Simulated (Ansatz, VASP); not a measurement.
## NaF: VASP beside Ansatz

Contents of INCAR:

```
SYSTEM = NaF
  PREC = Accurate
  ENCUT = 520
  EDIFF = 1E-6
  ISMEAR = -1
  SIGMA = 0.03
  LREAL = .False.
  LASPH = .True.
  NELM = 100
  ALGO = Normal
  ISIF = 2
  LWAVE = .False.
  LCHARG = .True.
  GGA = PS
  LELF = .True.
  LVHAR = .True.
  NBANDS = 14
```

KPOINTS

```
Automatic mesh
0
Gamma
  9 9 9
  0 0 0
```

File POSCAR:

```
NaF
1.0
    0.0000000000      2.3200000000      2.3200000000
    2.3200000000      0.0000000000      2.3200000000
    2.3200000000      2.3200000000      0.0000000000
Na F
1 1
Direct
   -0.1050000000     -0.1050000000      0.1050000000
    0.6050000000      0.6050000000      0.3950000000
```

Input for Ansatz:

```yaml
crystal:
  lattice:
    - [0.0, 2.32, 2.32]
    - [2.32, 0.0, 2.32]
    - [2.32, 2.32, 0.0]
  atoms:
    - { symbol: Na, position: [-0.105, -0.105, 0.105] }
    - { symbol: F, position: [0.605, 0.605, 0.395] }
kpoints:
  mp_grid: { grid: [9, 9, 9] }
scf:
  occupations: { method: fermi_dirac, width: 0.03 }
hamiltonian:
  xc: pbesol
  pseudopotentials: { kind: all_electron, lapw: { basis_error: 0.001 } }
output:
  forces: true
  stress: true
  eigenvalues: true
  populations: true
```

Change from the starting cell: shortest bond scaled by 0.58, LAPW.

Alike in both runs: task single point; functional PBEsol; k mesh 9 × 9 × 9; occupations fermi-dirac, width 0.03 eV; no spin polarisation.

```csv
,VASP,Ansatz
version,VASP 6.6.1,Ansatz 0.2.0
potentials or method,"VASP PAW PBE potentials, release 64 (Na_pv, F)","all-electron LAPW, scalar-relativistic"
plane-wave cutoff (eV),520,see its input
```

Ansatz gave:

| Item | Value |
| --- | --- |
| gap on the k mesh at the Fermi level (eV) | 4.20 |
| pressure (GPa) | 94.0 |
| largest component of the traceless stress (GPa) | 194.63 |
| rms of the force components (eV/Å) | 19.547 |

Problem. Estimate VASP's values.

Solution. gap on the k mesh at the Fermi level (eV): 4.21; pressure (GPa): 87.8; largest component of the traceless stress (GPa): 182.76; rms of the force components (eV/Å): 18.361.

Atom by atom the forces differ by 1.186 eV/Å (rms over components). Ansatz ran all-electron here, so the differences hold the error of VASP's frozen core and of both bases.

Caveats: the cell as given lies far from equilibrium; so large a pressure means that the cell lies far from this level's equilibrium, or that cutoff or potentials fall short (VASP); the potentials were made for another functional, which shifts forces and pressure (VASP); an odd mesh through Γ misses points on the zone boundary, where band edges often lie.
